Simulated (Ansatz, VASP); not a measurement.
## NaH: VASP beside Ansatz

Contents of INCAR:

```
PREC = Accurate ; ENCUT = 520
EDIFF = 1E-6 ; ISMEAR = -1
SIGMA = 0.08 ; LREAL = False
LASPH = True ; NELM = 80
ALGO = Normal ; ISIF = 2
LWAVE = False ; LCHARG = False
GGA = PE ; NBANDS = 11
```

Contents of KPOINTS:

```
Automatic mesh
0
Gamma
  12 12 12
```

File POSCAR:

```
NaH
1.0
    2.2714636606      0.0000000000      0.0000000000
    0.0000000000      2.2714636606      0.0000000000
    0.0000000000      0.0000000000      2.2714636606
Na H
1 1
Direct
    0.0000000000      0.0000000000      0.0000000000
    0.5000000000      0.5000000000      0.5000000000
```

Input for Ansatz:

```yaml
crystal:
  lattice:
    - [2.2714636606, 0.0, 0.0]
    - [0.0, 2.2714636606, 0.0]
    - [0.0, 0.0, 2.2714636606]
  atoms:
    - { symbol: Na, position: [0.0, 0.0, 0.0] }
    - { symbol: H, position: [0.5, 0.5, 0.5] }
kpoints:
  mp_grid: { grid: [12, 12, 12] }
scf:
  occupations: { method: fermi_dirac, width: 0.08 }
hamiltonian:
  xc: pbe
  pseudopotentials: { kind: nc }
output:
  forces: true
  stress: true
  eigenvalues: true
```

Change from the starting cell: volume scaled by 0.45, norm-conserving files.

Alike in both runs: task single point; functional PBE; k mesh 12 × 12 × 12; occupations fermi-dirac, width 0.08 eV; no spin polarisation.

|  | VASP | Ansatz |
| --- | --- | --- |
| version | VASP 6.6.1 | Ansatz 0.2.0 |
| potentials or method | VASP PAW PBE potentials, release 64 (Na_pv, H) | norm-conserving pseudopotentials, scalar-relativistic |
| plane-wave cutoff (eV) | 520 | 1197 |
| valence electrons in the cell | 8 | 10 |

|  | VASP | Ansatz | Ansatz less VASP |
| --- | --- | --- | --- |
| pressure (GPa) | 84.7 | 84.0 | -0.72 |

The two sets of potentials don't hold the same shells in valence.

Caveats: the cell as given lies far from equilibrium; so large a pressure means that the cell lies far from this level's equilibrium, or that cutoff or potentials fall short (VASP). A k mesh can miss the band edges.
